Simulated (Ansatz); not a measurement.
Runs of Ansatz 0.2.0 on In. The structure is tetragonal, space group I4/mmm (No. 139). Conventional cell: a = 3.251 Å, b = 3.251 Å, c = 4.947 Å, α = 90.00°, β = 90.00°, γ = 90.00°. Around In (site symmetry 4/mmm) lie 12 In at 3.25 to 3.38 Å. 

```csv
task,level,spin,cell,k mesh,cutoff (eV),atoms under strain,points for each segment of the path,gap on the mesh (eV),pressure (GPa),V0 of scaled cells (Å³/atom),B0 (GPa)
equation of state,r2SCAN,off,as given,11 × 11 × 11,500,-,-,-,-,26.29,(b)
single point,PBEsol,off,as given,11 × 11 × 11,420,-,-,none,-0.9,-,-
equation of state,PBE,off,as given,11 × 11 × 11,420,-,-,-,-,(a),35
equation of state,PBEsol,off,as given,11 × 11 × 11,420,-,-,-,-,25.57,44
elastic constants,PBEsol,off,as given,10 × 10 × 10,420,relaxed,-,none,-1.0,-,-
single point,PBEsol,off,cell strained at random at fixed volume,11 × 11 × 11,420,-,-,none,-0.9,-,-
band structure,PBEsol,"SOC, no magnetisation",as given,11 × 11 × 11,420,-,14,none,-1.0,-,-
```

Alike in all rows: potentials or basis Ansatz PAW; smearing fermi-dirac 0.05 eV.

Question: Estimate the missing entries.

Answer: (a) 27.52; (b) 42.

Caveats: the PAW data sets come from PBE, with cores solved anew for the run's functional, which leaves a small shift of forces and pressure (some runs); the cell was scaled at fixed shape and fractional positions, which overstates the stiffness of a crystal with free parameters, most of all of layers and chains (some runs); the PAW data sets were made with another functional, which shifts forces and pressure a little (some runs); the elastic tensor has a negative eigenvalue, so either the cell is unstable as it stands or the mesh is too thin (some runs).

A k mesh can miss the band edges, and rows without SOC leave out spin-orbit coupling on In.

A gap of «none» marks a metal or a gap under the smearing width.
